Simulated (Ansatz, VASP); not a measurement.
Si in VASP and in Ansatz

File POSCAR:

```
Si
1.0
    0.0000000000      1.9679227229      1.9679227229
    1.9679227229      0.0000000000      1.9679227229
    1.9679227229      1.9679227229      0.0000000000
Si
1
Direct
    0.0000000000      0.0000000000      0.0000000000
```

File INCAR.step1:

```
SYSTEM = Si
PREC     = Accurate       ! precision mode
ENCUT    = 520            ! plane-wave cutoff, eV
ISMEAR   = 0              ! smearing method
SIGMA    = 0.1            ! smearing width, eV
LREAL    = .False.        ! projectors in reciprocal space
LASPH    = .True.         ! aspherical terms in the spheres
NELM     = 80             ! most SCF steps
NBANDS   = 8              ! bands
GGA      = PE             ! functional
ALGO     = Normal         ! electronic algorithm
EDIFF    = 1E-4           ! SCF threshold, eV
LWAVE    = .True.         ! write WAVECAR
LCHARG   = .False.        ! write CHGCAR
```

The input INCAR.step2:

```
SYSTEM = Si
PREC     = Accurate       ! precision mode
ENCUT    = 520            ! plane-wave cutoff, eV
EDIFF    = 1E-7           ! SCF threshold, eV
ISMEAR   = 0              ! smearing method
SIGMA    = 0.1            ! smearing width, eV
LREAL    = .False.        ! projectors in reciprocal space
LASPH    = .True.         ! aspherical terms in the spheres
NELM     = 80             ! most SCF steps
ALGO     = Normal         ! electronic algorithm
ISIF     = 2              ! what is computed and relaxed
LWAVE    = .False.        ! write WAVECAR
LCHARG   = .False.        ! write CHGCAR
METAGGA  = R2SCAN         ! meta-GGA
LMIXTAU  = .True.       
NBANDS   = 8              ! bands
ISTART   = 1
```

Contents of KPOINTS:

```
regular mesh
0
Gamma
  18 18 18
  0 0 0
```

Input for Ansatz:

```yaml
crystal:
  lattice:
    - [0.0, 1.9679227229, 1.9679227229]
    - [1.9679227229, 0.0, 1.9679227229]
    - [1.9679227229, 1.9679227229, 0.0]
  atoms:
    - { symbol: Si, position: [0.0, 0.0, 0.0] }
basis:
  ecutwfc: 500
kpoints:
  mp_grid: { grid: [18, 18, 18] }
hamiltonian:
  xc: r2scan
scf:
  occupations: { method: gaussian, width: 0.1 }
output:
  forces: true
  stress: true
  eigenvalues: true
```

Alike in both runs: task single point; functional r2SCAN; k mesh 18 × 18 × 18; occupations gaussian, width 0.1 eV; no spin polarisation.

|  | VASP | Ansatz |
| --- | --- | --- |
| version | VASP 6.6.1 | Ansatz 0.2.0 |
| potentials or method | VASP PAW PBE potentials, release 64 (Si) | scalar-relativistic, plane waves, PAW |
| plane-wave cutoff (eV) | 520 | 500 |
| valence electrons in the cell | 4 | 4 |

VASP gave:

* gap on the k mesh at the Fermi level (eV): none
* pressure (GPa): -6.3

Which values does Ansatz return?

gap on the k mesh at the Fermi level (eV): none; pressure (GPa): -6.4.

A gap of «none» marks a metal or a gap that the smearing closes.

Caveats: the PAW data sets were made with another functional, which shifts forces and pressure a little (VASP).
